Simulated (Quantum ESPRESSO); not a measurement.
The system is SiC.

```
CELL_PARAMETERS angstrom
0.00000 -2.17400 -2.17400
-2.17400 0.00000 -2.17400
2.17400 2.17400 -4.34800
ATOMIC_POSITIONS crystal
Si 0.59015 0.32830 0.55365
Si 0.90985 0.17170 0.94635
C 0.34512 0.45342 0.81003
C 0.90488 0.79658 0.43997
```

* Program: Quantum ESPRESSO 7.5
* Task: relaxation of the atoms
* Functional: PBE
* Dispersion: D3(BJ)
* Potentials or basis: PseudoDojo 0.4.1 SR LDA standard
* Cutoff: 1116 eV
* Density cutoff: 4463 eV
* k mesh: 6 × 6 × 3
* Occupations: cold, width 0.2 eV
* Spin: no spin polarisation

At the start: volume 10.27 Å³/atom.

Task: Where does the relaxation end?

Result: Over 14 steps the energy falls by 1997.9 meV/atom; space group F-43m (No. 216, to 0.05 Å).

The path:
```csv
step,energy change (eV),largest force (eV/Å)
1,0.0000,24.0047
2,-4.8498,7.3531
3,-6.2448,3.4728
4,-6.8017,3.6666
5,-7.2863,3.2785
6,-7.4796,2.0041
7,-7.6369,1.1039
8,-7.8153,1.4175
9,-7.8931,1.3111
10,-7.9743,0.6953
11,-7.9895,0.2774
12,-7.9916,0.0456
13,-7.9917,0.0261
14,-7.9917,0.0135
```

Final structure:
```xyz
4
Lattice="3.0745 0.0000 0.0000 1.5373 2.6626 0.0000 1.5373 0.8875 5.0206" Properties=species:S:1:pos:R:3 pbc="T T T"
Si    3.0739    1.7745    2.5099
Si    4.6124    0.8879    5.0204
C     3.0751    1.7756    4.3934
C     4.6111    2.6622    1.8830
```

Caveat: the k mesh is coarse; the potentials were made for another functional, which shifts forces and pressure; this smearing can shift energies of a crystal with a gap.
